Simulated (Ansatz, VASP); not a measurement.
Two plane-wave programs on Mg

```
Mg
1.0
     2.80995   -5.86907    0.00000
     2.80995    5.86907    0.00000
     0.00000    0.00000    3.45155
Mg
4
Direct
  0.36917 0.63083 0.50075
  0.86917 0.13083 0.99925
  0.13083 0.86917 0.00075
  0.63083 0.36917 0.49925
```

Alike in both runs: task single point; functional PBE; k mesh 4 × 4 × 6; occupations gaussian, width 0.1 eV; no spin polarisation.

|  | VASP | Ansatz |
| --- | --- | --- |
| version | VASP 6.6.1 | Ansatz 0.2.0 |
| potentials or method | VASP PAW PBE potentials, release 64 (Mg) | scalar-relativistic, plane waves, PAW |
| plane-wave cutoff (eV) | 520 | 420 |
| valence electrons in the cell | 8 | 40 |

|  | VASP | Ansatz | Ansatz less VASP |
| --- | --- | --- | --- |
| gap on the k mesh at the Fermi level (eV) | none | none | - |
| pressure (GPa) | -3.4 | -3.4 | +0.08 |
| largest component of the traceless stress (GPa) | 1.32 | 1.32 | -0.002 |
| rms of the force components (eV/Å) | 0.107 | 0.107 | -0.0008 |

Atom by atom the forces differ by 0.001 eV/Å (rms over components). A gap of «none» marks a metal or a gap that the smearing closes. The two sets of potentials don't hold the same shells in valence.
